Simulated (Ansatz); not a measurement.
# TePt: a hydrostatic pressure series

A pressure series on TePt (-1 to 90 GPa): equation of state, axes and gap.

Method: DFT r2SCAN, scalar-relativistic, plane waves, PAW, in Ansatz 0.2.0.

2 further runs of the same task are left out: 2 set aside as unsound or not needed.

### 1 Starting point

It takes space group P6_3/mmc (No. 194, hexagonal). Conventional cell: a = 4.238 Å, b = 4.238 Å, c = 5.629 Å, α = 90.00°, β = 90.00°, γ = 120.00°. Te (site symmetry -6m2) has 6 Pt at 2.82 Å in its first shell of neighbours. Pt (site symmetry -3m) has 2 Pt at 2.81 Å and 6 Te at 2.82 Å in its first shell of neighbours.

As a file:

```cif
data_structure
_symmetry_space_group_name_H-M 'P 1'
_symmetry_Int_Tables_number 1
_cell_length_a 4.2377
_cell_length_b 4.2377
_cell_length_c 5.6293
_cell_angle_alpha 90.000
_cell_angle_beta 90.000
_cell_angle_gamma 120.000
_cell_volume 87.55
loop_
_atom_site_label
_atom_site_type_symbol
_atom_site_fract_x
_atom_site_fract_y
_atom_site_fract_z
_atom_site_occupancy
Te1 Te 0.33333 0.66667 0.25000 1
Te2 Te 0.66667 0.33333 0.75000 1
Pt1 Pt 0.00000 0.00000 0.00000 1
Pt2 Pt 0.00000 0.00000 0.50000 1
```

This cell was relaxed beforehand with the same method: volume 21.89 Å³/atom, gap on the mesh none (metal).

### 2 Relaxing at -1 GPa

input.yaml

```yaml
crystal:
  lattice:
    - [4.2515022983, 0.0, 0.0]
    - [-2.1257511491, 3.6819089946, 0.0]
    - [0.0, 0.0, 5.6476561687]
  atoms:
    - { symbol: Te, position: [0.3333333333, 0.6666666667, 0.25] }
    - { symbol: Te, position: [0.6666666667, 0.3333333333, 0.75] }
    - { symbol: Pt, position: [0.0, 0.0, 0.0] }
    - { symbol: Pt, position: [0.0, 0.0, 0.5] }
basis:
  ecutwfc: 500
kpoints:
  mp_grid: { grid: [12, 12, 8] }
hamiltonian:
  xc: r2scan
scf:
  occupations: { method: gaussian, width: 0.1 }
output:
  forces: true
  stress: true
  eigenvalues: true
relax:
  adjacent_minimum: "off"
  f_tol: 0.008
  max_steps: 50
  cell: { stress_tol: 0.08, p_target: -1.0 }
```

Started as:

```
$ ansatz run input.yaml --threads 1 --pin off --max-ram 2560MiB --backend cpu --events-out ev --progress --plain --runs-dir out
```

The session goes on with these runs: target pressure 1 GPa; target pressure 4 GPa; target pressure 12 GPa; target pressure 25 GPa; relaxing at 50 GPa; target pressure 90 GPa.

Before running it: what results should come out? Wanted: bulk modulus B0; B0'.

**Answer**, as computed:

| quantity | value |
| --- | --- |
| volume at 90 GPa | 15.94 Å³/atom, V/V0 = 0.728 |
| bulk modulus B0 (third-order Birch-Murnaghan) | 130 GPa |
| B0' | 4.9 |

At 90 GPa the crystal has lost 27.2 % of its volume. The points follow one equation of state, B0 = 130 GPa. The cell gives way unevenly: a -10.7 %, b -10.7 %, c -8.7 %. The symmetry of the start is kept, so a transition to another structure would not show. The runs treat Pt, Te without spin-orbit coupling.
